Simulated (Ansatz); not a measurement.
# BN (P6_3/mmc): bands and screening cutoff converge together, part 2 of 2

Wanted: the G0W0 gap of BN (P6_3/mmc) over a grid of bands and cutoffs.

Ansatz 0.2.0; G0W0 on PBE, plane waves, PAW; PAW set soft_1. Known limits of the many-body steps: not at the basis limit; coarse k mesh.

So far. Step 7 (150 empty bands, screening to 150 eV): The G0W0 gap on the mesh is 5.968 eV.

## (8) 268 empty bands, screening to 220 eV

Contents of input.yaml:

```yaml
crystal:
  lattice:
    - [2.50399, 0.0, 0.0]
    - [-1.251995, 2.1685189508, 0.0]
    - [0.0, 0.0, 6.6612]
  atoms:
    - { symbol: B, position: [0.3333333333, 0.6666666667, 0.25] }
    - { symbol: B, position: [0.6666666667, 0.3333333333, 0.75] }
    - { symbol: "N", position: [0.3333333333, 0.6666666667, 0.75] }
    - { symbol: "N", position: [0.6666666667, 0.3333333333, 0.25] }
kpoints:
  mp_grid: { grid: [9, 9, 2] }
hamiltonian:
  xc: pbe
  pseudopotentials: { kind: paw, azcp: { folder: soft_1 } }
scf:
  occupations: { method: fixed }
gw:
  n_empty_bands: 268
  ecut_chi: 220
  qp_bands: [v2, c2]
  qp_kpoints: band_edges
  screening: { model: contour_deformation }
```

The run is started by

```sh
$ ansatz run input.yaml --threads 3 --pin off --max-ram 92160MiB --backend cuda --events-out ev --progress --plain --runs-dir out --devices 1 --max-vram 13GiB
```

Numbers of over 12 decimals in the logs are rounded to 6 here.

The log of the run:

```text
GPUs: using 1 of 1 available (devices: 1).
[...]
GPU FFT provider: cuFFT
GPU libraries: cuBLAS 13.8.2, cuFFT 12.4.0, cuSOLVER 12.3.4
Crystal: 4 atoms, lattice volume = 36.170 Å³
Basis set: ecut = 420 eV, 713 PW (Γ)
Bands: 12, of which v1, the nominal top of the filled ones, is band 8 counted from 1 (7 counted from 0)
Symmetry: 24 space group operations
[...]
k-points: 24 of 162
[...]
1    10     12.2954    -6.3539    -4.5596   -11.3795  0.8122    12.7639    12.7613  root
[...]
23     7      4.7050   -20.6129     2.3585   -17.1997  0.7799     3.6378     3.6504  root
    23     8      4.7050   -20.6129     2.3585   -17.1997  0.7799     3.6378     3.6504  root
    23     9      9.3479    -6.1733    -4.6660   -11.5480  0.8090    10.0619    10.0567  root
    23    10      9.3479    -6.1733    -4.6660   -11.5480  0.8090    10.0619    10.0567  root
[key lines of the parts left out:]
SCF converged after 7 iterations
Free energy (F): -1084.822846 eV
Fermi energy:    4.705022 eV
```

Run time: 25 s. Hardware: 1 × NVIDIA H100 80GB HBM3 (shared by 6 runs) with 3 threads of AMD EPYC 7R13 (Zen 3), shared host; peak memory 1.3 GiB; 32 s of CPU time.

The G0W0 gap on the mesh is 6.070 eV.

## (9) 82 empty bands, screening to 300 eV

Changes to input.yaml since step 8:

```diff
@@ -18,4 +18,4 @@
 gw:
-  n_empty_bands: 268
-  ecut_chi: 220
+  n_empty_bands: 82
+  ecut_chi: 300
   qp_bands: [v2, c2]
```

The log of the run:

```text
GPUs: using 1 of 1 available (devices: 1).
[...]
GPU FFT provider: cuFFT
GPU libraries: cuBLAS 13.8.2, cuFFT 12.4.0, cuSOLVER 12.3.4
Crystal: 4 atoms, lattice volume = 36.170 Å³
Basis set: ecut = 420 eV, 713 PW (Γ)
Bands: 12, of which v1, the nominal top of the filled ones, is band 8 counted from 1 (7 counted from 0)
Symmetry: 24 space group operations
[...]
k-points: 24 of 162
[...]
1    10     12.2954    -6.3539    -4.3705   -11.3795  0.8124    12.9557    12.9505  root
[...]
23     7      4.7050   -20.6129     2.6816   -17.1997  0.7795     3.9676     3.9734  root
    23     8      4.7050   -20.6129     2.6816   -17.1997  0.7795     3.9676     3.9734  root
    23     9      9.3479    -6.1733    -4.4741   -11.5480  0.8095    10.2572    10.2485  root
    23    10      9.3479    -6.1733    -4.4741   -11.5480  0.8095    10.2572    10.2485  root
[key lines of the parts left out:]
SCF converged after 7 iterations
Free energy (F): -1084.822846 eV
Fermi energy:    4.705022 eV
```

The job ended after 19 s (1 × NVIDIA H100 80GB HBM3 (shared by 6 runs) with 3 threads; peak memory 1.6 GiB).

The G0W0 gap on the mesh is 5.927 eV.

## (10) 426 empty bands, screening to 300 eV

Changes to input.yaml since step 9:

```diff
@@ -18,3 +18,3 @@
 gw:
-  n_empty_bands: 82
+  n_empty_bands: 426
   ecut_chi: 300
```

The log of the run:

```text
GPUs: using 1 of 1 available (devices: 1).
[...]
GPU FFT provider: cuFFT
GPU libraries: cuBLAS 13.8.2, cuFFT 12.4.0, cuSOLVER 12.3.4
Crystal: 4 atoms, lattice volume = 36.170 Å³
Basis set: ecut = 420 eV, 713 PW (Γ)
Bands: 12, of which v1, the nominal top of the filled ones, is band 8 counted from 1 (7 counted from 0)
Symmetry: 24 space group operations
[...]
k-points: 24 of 162
[...]
1    10     12.2954    -6.3539    -4.6127   -11.3795  0.8118    12.7103    12.7083  root
[...]
23     7      4.7050   -20.6129     2.2785   -17.1997  0.7788     3.5556     3.5704  root
    23     8      4.7050   -20.6129     2.2785   -17.1997  0.7788     3.5556     3.5704  root
    23     9      9.3479    -6.1733    -4.6966   -11.5480  0.8089    10.0308    10.0260  root
    23    10      9.3479    -6.1733    -4.6966   -11.5480  0.8089    10.0308    10.0260  root
[key lines of the parts left out:]
SCF converged after 7 iterations
Free energy (F): -1084.822846 eV
Fermi energy:    4.705022 eV
```

It took 37 s on 1 × NVIDIA H100 80GB HBM3 (shared by 6 runs) with 3 threads; peak memory 1.7 GiB; 57 s of CPU time.

The G0W0 gap on the mesh is 6.122 eV.

## (11) The grid

Start PBE, 9×9×2 mesh. Times are wall times on 1 × NVIDIA H100 80GB HBM3 (shared by 6 runs) with 3 threads of AMD EPYC 7R13 (Zen 3), shared host, good to a factor of about two.

```
cutoff (eV)  plane waves at q = 0  bands summed  gap (eV)  Σc valence (eV)  Σc conduction (eV)  time
         50                    37            37     5.833             3.16               -3.90  16 s
         50                    37           158     5.775             2.90               -4.22  19 s
        100                    83            90     5.853             2.74               -4.30  26 s
        100                    83           434     5.887             2.58               -4.43  33 s
        150                   151            37     5.832             3.13               -3.93  16 s
        150                   151           158     5.968             2.52               -4.41  22 s
        220                   251           276     6.070             2.36               -4.47  25 s
        300                   427            90     5.927             2.68               -4.29  19 s
        300                   427           434     6.122             2.28               -4.50  37 s
```

## (12) What came out

```
37 bands, 50 eV                    : 5.833 eV
158 bands, 50 eV                   : 5.775 eV
90 bands, 100 eV                   : 5.853 eV
434 bands, 100 eV                  : 5.887 eV
37 bands, 150 eV                   : 5.832 eV
158 bands, 150 eV                  : 5.968 eV
276 bands, 220 eV                  : 6.070 eV
90 bands, 300 eV                   : 5.927 eV
434 bands, 300 eV                  : 6.122 eV
estimated limit along the diagonal : 6.21 eV
mesh and start                     : 9×9×2, PBE
```

**Reading.** At 50 eV, going from 37 to 158 bands moves the gap by −0.06 eV. At 100 eV, going from 90 to 434 bands moves the gap by +0.03 eV. At 150 eV, going from 37 to 158 bands moves the gap by +0.14 eV. At 300 eV, going from 90 to 434 bands moves the gap by +0.19 eV. At 37 bands, raising the cutoff from 50 to 150 eV moves it by −0.001 eV. At 158 bands, raising the cutoff from 50 to 150 eV moves it by +0.19 eV. At 90 bands, raising the cutoff from 100 to 300 eV moves it by +0.07 eV. At 434 bands, raising the cutoff from 100 to 300 eV moves it by +0.23 eV. Along the diagonal, where both rise together, the two highest rungs point to 6.21 eV. The 9×9×2 mesh misses a band edge: on 12×12×4 the PBE gap is 4.28 eV, so these values are not the fundamental gap, which lies some 0.12 eV lower. A low cutoff hides what high bands add, so a band series at one cutoff can look settled before the gap is. The 9×9×2 mesh is coarse for this cell (its supercell is 13 Å along the shortest edge). The RPA ε∞ on it, from the PBE start, is 2.52 and 4.53; such meshes misread the long-range screening, most where the gap is narrow.

[Paths, hosts, dates, memory and timing lines, banners, echoed tables and standing remarks are left out of the program output.]

[Logs are printed without paths, hosts, clocks, repeated set-up lines and the standing remarks that a program may print on its own settings, such as how far it seeks lower states.]

[Runs of the session that timed out or met a known fault of the program may be left out.]

[Cells called generated may have been cut or substituted from an entry of the Crystallography Open Database or the Materials Project.]

[Hosts, paths, dates, database ids (printed as entryN), source tags and the programs' standing remarks are cut or masked in the printed files.]
